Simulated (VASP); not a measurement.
# W (Im-3m) in VASP: a series of runs, part 3 of 3

VASP 6.6.1. Earlier steps stand in the parts before.

## Step 4: Single point, PBE

This run uses another cell than the first one, of 16.16 Å³/atom, 1.020 times its volume.

The input, INCAR:

```
SYSTEM = W
PREC     = Accurate       ! precision mode
ENCUT    = 520            ! plane-wave cutoff, eV
EDIFF    = 1E-7           ! SCF threshold, eV
ISMEAR   = 0              ! smearing method
SIGMA    = 0.1            ! smearing width, eV
LREAL    = .False.        ! projectors in reciprocal space
LASPH    = .True.         ! aspherical terms in the spheres
NELM     = 80             ! most SCF steps
ALGO     = Normal         ! electronic algorithm
ISIF     = 2              ! what is computed and relaxed
LWAVE    = .False.        ! write WAVECAR
LCHARG   = .False.        ! write CHGCAR
GGA      = PE             ! functional
NBANDS   = 13             ! bands
```

The input, KPOINTS:

```
Automatic mesh
0
Gamma
  18 18 18
  0 0 0
```

The input, POSCAR:

```
W                                       
1.0
   -1.5926457963      1.5926457963      1.5926457963
    1.5926457963     -1.5926457963      1.5926457963
    1.5926457963      1.5926457963     -1.5926457963
  W             
     1
Direct
     0.0000000000000000    0.0000000000000000    0.0000000000000000
```

Potentials or basis: VASP PAW PBE potentials, release 64 (W_sv).

Launch:

```console
$ cat potpaw_PBE.64/W_sv/POTCAR > POTCAR
$ mpirun -np 1 vasp_std > vasp.out
```

OUTCAR:

```text
SYSTEM = W
   PREC = Accurate
   ENCUT = 520
   EDIFF = 1E-7
   ISMEAR = 0
   LREAL = .False.
   LASPH = .True.
   NELM = 80
   ISIF = 2
   GGA = PE

 ion  position               nearest neighbor table
   1  0.000  0.000  0.000-

  LATTYP: Found a body centered cubic cell.
 ALAT       =     3.1852915926

  Lattice vectors:

 A1 = (  -1.5926457963,   1.5926457963,   1.5926457963)
 A2 = (   1.5926457963,  -1.5926457963,   1.5926457963)
 A3 = (   1.5926457963,   1.5926457963,  -1.5926457963)

Analysis of symmetry for initial positions (statically):
=====================================================================
 Subroutine PRICEL returns:
 Original cell was already a primitive cell.

 Routine SETGRP: Setting up the symmetry group for a
 body centered cubic supercell.

 Subroutine GETGRP returns: Found 48 space group operations
 (whereof 48 operations were pure point group operations)
 out of a pool of 48 trial point group operations.

The static configuration has the point symmetry O_h .

Analysis of symmetry for dynamics (positions and initial velocities):
=====================================================================
 Subroutine PRICEL returns:
 Original cell was already a primitive cell.

 Routine SETGRP: Setting up the symmetry group for a
 body centered cubic supercell.

 Subroutine GETGRP returns: Found 48 space group operations
 (whereof 48 operations were pure point group operations)
 out of a pool of 48 trial point group operations.

The dynamic configuration has the point symmetry O_h .

 Subroutine INISYM returns: Found 48 space group operations
 (whereof 48 operations are pure point group operations),
 and found     1 'primitive' translations

----------------------------------------------------------------------------------------
[... 116 lines left out ...]
   GGA     = PE    functional components
   LHFCALC =     F    Hartree Fock is set to
   AEXX    =    0.0000 exact exchange contribution
   IVDW    =     0    specifies the selected vdW correction
   LEPSILON=     F    determine dielectric tensor
   LRPA    =     F    only Hartree local field effects (RPA)
 non-spin polarized calculation
 Gauss-broadening in eV      SIGMA  =   0.10
  energy-cutoff  :      520.00
  volume of cell :       16.16
 maximum number of plane-waves:       466
 NGX is ok and might be reduce to    24
   NGX = 11   NGY = 11   NGZ = 11

 number of electron      14.0000002 magnetization

 Free energy of the ion-electron system (eV)
  ---------------------------------------------------
  ext. energy  EPLUGINS =         0.00000000
  ---------------------------------------------------
  free energy    TOTEN  =       -12.95119725 eV

  energy without entropy =      -12.94761509  energy(sigma->0) =      -12.94940617

 E-fermi :  11.1663     XC(G=0): -13.5316

 val. band max:       11.1621061647   @ k =  -0.2778   0.3333   0.2222
 cond. band min:      11.1785190943   @ k =   0.5000   0.5000   0.2222
 fundamental gap:      0.0164129296
 Fermi energy:        11.1662667200

 k-point     1 :       0.0000    0.0000    0.0000
  band No.  band energies     occupation
      1     -63.0365      2.00000
      2     -26.6265      2.00000
      3     -26.6265      2.00000
      4     -26.6265      2.00000
      5       1.6368      2.00000
      6       9.9727      2.00000
      7       9.9727      2.00000
      8       9.9727      2.00000
      9      13.3857      0.00000
     10      13.3857      0.00000
     11      25.6401      0.00000
     12      25.6401      0.00000
     13      25.6401      0.00000
[... 354 lines left out ...]
  band No.  band energies     occupation
      1     -62.9133      2.00000
      2     -27.7603      2.00000
      3     -27.0532      2.00000
      4     -26.6861      2.00000
      5       5.4423      2.00000
      6       7.8399      2.00000
      7      10.5519      2.00000
      8      13.1513      0.00000
      9      14.4424      0.00000
     10      17.4292      0.00000
     11      21.8204      0.00000
     12      23.6357      0.00000
     13      27.7023      0.00000

 [... further k-points ...]

------------------------ aborting loop because EDIFF is reached ----------------------------------------

  FORCE on cell =-STRESS in cart. coord.  units (eV):
  Direction    XX          YY          ZZ          XY          YZ          ZX
  --------------------------------------------------------------------------------------
  -------------------------------------------------------------------------------------
  Total       -0.0001110     -0.0001110     -0.0001110      0.0000000      0.0000000      0.0000000
  in kB       -0.0110034     -0.0110034     -0.0110034      0.0000000      0.0000000      0.0000000
  external PRESSURE =      -0.0110034 kB  Pullay stress =       0.0000000 kB

 VOLUME and BASIS-vectors are now :
 -----------------------------------------------------------------------------
  energy-cutoff  :      520.00
  volume of cell :       16.16
      direct lattice vectors                 reciprocal lattice vectors
    -1.592645796  1.592645796  1.592645796     0.000000000  0.313943000  0.313943000
     1.592645796 -1.592645796  1.592645796     0.313943000  0.000000000  0.313943000
     1.592645796  1.592645796 -1.592645796     0.313943000  0.313943000  0.000000000

 POSITION                                       TOTAL-FORCE (eV/Angst)
 -----------------------------------------------------------------------------------
      0.00000      0.00000      0.00000        -0.000000      0.000000      0.000000
 -----------------------------------------------------------------------------------
    total drift:                                0.000000      0.000000     -0.000000

  FREE ENERGIE OF THE ION-ELECTRON SYSTEM (eV)
  ---------------------------------------------------
  free  energy   TOTEN  =       -12.9511972505 eV

  energy  without entropy=      -12.9476150888  energy(sigma->0) =      -12.94940617
```

OSZICAR:

```text
N       E                     dE             d eps       ncg     rms          rms(c)
DAV:   1     0.874562353961E+02    0.87456E+02   -0.74276E+03  5104   0.122E+03
DAV:   2    -0.118643519649E+02   -0.99321E+02   -0.95326E+02  5730   0.320E+02
DAV:   3    -0.135777439147E+02   -0.17134E+01   -0.17086E+01  5570   0.407E+01
DAV:   4    -0.135848487818E+02   -0.71049E-02   -0.71047E-02  5570   0.289E+00
DAV:   5    -0.135849083954E+02   -0.59614E-04   -0.59612E-04  5635   0.250E-01    0.202E+01
DAV:   6    -0.130822268973E+02    0.50268E+00   -0.42623E-01  5260   0.871E+00    0.795E+00
DAV:   7    -0.129550404312E+02    0.12719E+00   -0.21876E-01  5625   0.593E+00    0.678E-01
DAV:   8    -0.129512757263E+02    0.37647E-02   -0.45236E-03  5140   0.882E-01    0.101E-01
DAV:   9    -0.129512045551E+02    0.71171E-04   -0.13821E-04  5780   0.148E-01    0.421E-02
DAV:  10    -0.129511970549E+02    0.75002E-05   -0.18552E-05  5340   0.590E-02    0.147E-03
DAV:  11    -0.129511974419E+02   -0.38704E-06   -0.40003E-07  5228   0.774E-03    0.539E-04
DAV:  12    -0.129511972439E+02    0.19798E-06   -0.71908E-09  3050   0.125E-03    0.876E-05
DAV:  13    -0.129511972505E+02   -0.65652E-08   -0.78074E-10  2580   0.387E-04
   1 F= -.12951197E+02 E0= -.12949406E+02  d E =-.358216E-02
```

stdout:

```text
POSCAR found type information on POSCAR W
 POSCAR found :  1 types and       1 ions
 scaLAPACK will be used
 LDA part: xc-table for (Slater+PW92), standard interpolation
 POSCAR, INCAR and KPOINTS ok, starting setup
 FFT: planning ... GRIDC
 FFT: planning ... GRID_SOFT
 FFT: planning ... GRID
 WAVECAR not read
 entering main loop
```

Wall time 17 s (1 thread of Intel Xeon Platinum 8488C (Sapphire Rapids), shared host); peak memory 0.17 GiB.

Results:

```
Free energy            : -12.9512 eV
Pressure               : 0.0 GPa
Band gap on the k mesh : none (metal or under the smearing width)
```

## Step 5: Single point, PBE (a relaxed cell with its volume scaled by 0.97)

INCAR is that of step 4.

KPOINTS is that of step 4.

The input, POSCAR:

```
W                                       
1.0
   -1.5765573651      1.5765573651      1.5765573651
    1.5765573651     -1.5765573651      1.5765573651
    1.5765573651      1.5765573651     -1.5765573651
  W             
     1
Direct
     0.0000000000000000    0.0000000000000000    0.0000000000000000
```

Launch:

```console
$ cat potpaw_PBE.64/W_sv/POTCAR > POTCAR
$ mpirun -np 1 vasp_std > vasp.out
```

It took 16 s on 1 thread of Intel Xeon Platinum 8488C (Sapphire Rapids), shared host; peak memory 0.15 GiB.

Results (log left out):

* Free energy: -12.9362 eV
* Pressure: 10.0 GPa
* Band gap on the k mesh: none (metal or under the smearing width)

Levels at points of the mesh, in eV from the Fermi level:
| k point | band 3 | band 4 | band 5 | band 6 | band 7 | band 8 | band 9 | band 10 | band 11 | band 12 |
| --- | --- | --- | --- | --- | --- | --- | --- | --- | --- | --- |
| (0.00, 0.00, 0.00) | -37.71 | -37.71 | -9.70 | -1.24 | -1.24 | -1.24 | 2.29 | 2.29 | 14.55 | 14.55 |
| (0.50, 0.00, 0.00) | -38.14 | -37.71 | -6.35 | -3.62 | 0.72 | 2.19 | 3.19 | 6.26 | 11.27 | 11.52 |
| (0.50, 0.50, 0.50) | -38.64 | -38.64 | -5.92 | -5.92 | 5.26 | 5.26 | 5.26 | 8.34 | 8.34 | 8.34 |

## Step 6: Single point, PBE (a relaxed cell with its volume scaled by 1.03)

INCAR is that of step 5.

KPOINTS is that of step 5.

The input, POSCAR:

```
W                                       
1.0
   -1.6084155921      1.6084155921      1.6084155921
    1.6084155921     -1.6084155921      1.6084155921
    1.6084155921      1.6084155921     -1.6084155921
  W             
     1
Direct
     0.0000000000000000    0.0000000000000000    0.0000000000000000
```

Potentials or basis: VASP PAW PBE potentials, release 64 (W_sv).

Launch:

```console
$ cat potpaw_PBE.64/W_sv/POTCAR > POTCAR
$ mpirun -np 1 vasp_std > vasp.out
```

Run time: 17 s. Hardware: 1 thread of Intel Xeon Platinum 8488C (Sapphire Rapids), shared host; peak memory 0.17 GiB.

It converged, with:

* Free energy: -12.9383 eV
* Pressure: -8.5 GPa
* Band gap on the k mesh: none (metal or under the smearing width)

Levels at points of the mesh, in eV from the Fermi level:
```csv
k point,band 3,band 4,band 5,band 6,band 7,band 8,band 9,band 10,band 11,band 12
"(0.00, 0.00, 0.00)",-37.87,-37.87,-9.36,-1.15,-1.15,-1.15,2.15,2.15,14.40,14.40
"(0.50, 0.00, 0.00)",-38.23,-37.88,-5.96,-3.34,0.52,2.02,2.94,5.73,10.31,11.36
"(0.50, 0.50, 0.50)",-38.65,-38.65,-5.45,-5.45,4.83,4.83,4.83,7.87,7.87,7.87
```

Spin-orbit coupling is left out, which matters for the levels of W.

## Step 7: The runs side by side

```csv
task,cell,gap on the mesh (eV),pressure (GPa)
relaxation of cell and atoms,relaxed,none,0.0
single point,as given,none,0.0
single point,a relaxed cell with its volume scaled by 0.97,none,10.0
single point,a relaxed cell with its volume scaled by 1.03,none,-8.5
```

Alike in all rows: level PBE; potentials or basis VASP PAW PBE potentials, release 64 (W_sv); no spin polarisation; k mesh 18 × 18 × 18; cutoff (eV) 520; smearing gaussian 0.1 eV.

Caveats: the relaxation stopped at its first step, so nothing moved (some runs).

Total energies depend on the potentials used, so only differences within one code and one set of settings carry meaning.
